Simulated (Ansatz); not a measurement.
# Pt: the cost of one run

Computed with Ansatz 0.2.0 (DFT PBEsol, scalar-relativistic, plane waves, PAW, unless a step's input says otherwise).

2 further runs of the same task are left out: 2 set aside as unsound or not needed.

### 1 Starting point

Symmetry: P6_3/mmc, No. 194, hexagonal system. The conventional cell has a = 2.725 Å, b = 2.725 Å, c = 4.707 Å, α = 90.00°, β = 90.00°, γ = 120.00°. Around Pt (site symmetry -6m2) lie 12 Pt at 2.73 to 2.83 Å.

As a file:

```
CELL_PARAMETERS angstrom
2.72517 0.00000 0.00000
-1.36258 2.36007 0.00000
0.00000 0.00000 4.70681
ATOMIC_POSITIONS crystal
Pt 0.66667 0.33333 0.75000
Pt 0.33333 0.66667 0.25000
```

It goes back to an entry of the Materials Project, which need not be the stable form.

It is the result of an earlier relaxation at this level (volume 15.14 Å³/atom; gap on the mesh: none (metal)).

### 2 Zero of energy

Reference values: F = -24767.5339 eV; pressure 0.18 GPa; largest force 0.000 eV/Å; gap on the mesh none (metal). It was computed beforehand with the settings of the runs below.

### 3 The disturbance

All atoms moved at random, sigma 0.25 Å a component. Displacements in the unstrained cell, with the mean shift removed:

```
atom  ux (Å)  uy (Å)  uz (Å)
 Pt1   0.018   0.239   0.045
 Pt2  -0.018  -0.239  -0.045
```

### 4 The disturbed cell, one point

Input file input.yaml:

```yaml
crystal:
  lattice:
    - [2.7251696198, 0.0, 0.0]
    - [-1.3625848099, 2.3600661203, 0.0]
    - [0.0, 0.0, 4.7068056324]
  atoms:
    - { symbol: Pt, position: [0.7240702682, 0.4346817484, 0.7595528059] }
    - { symbol: Pt, position: [0.2759297318, 0.5653182516, 0.2404471941] }
basis:
  ecutwfc: 420
kpoints:
  mp_grid: { grid: [12, 12, 8] }
hamiltonian:
  xc: pbesol
scf:
  occupations: { method: gaussian, width: 0.15 }
output:
  forces: true
  stress: true
  eigenvalues: true
```

The run is started by

```
$ ansatz run input.yaml --threads 1 --pin off --max-ram 2560MiB --backend cpu --events-out ev --progress --plain --runs-dir out
```

Q: Estimate wall time and peak memory on 1 thread of Oxide Virtual Turin-like (Zen 5), shared host.

About 14 s, with a peak of 0.59 GiB.
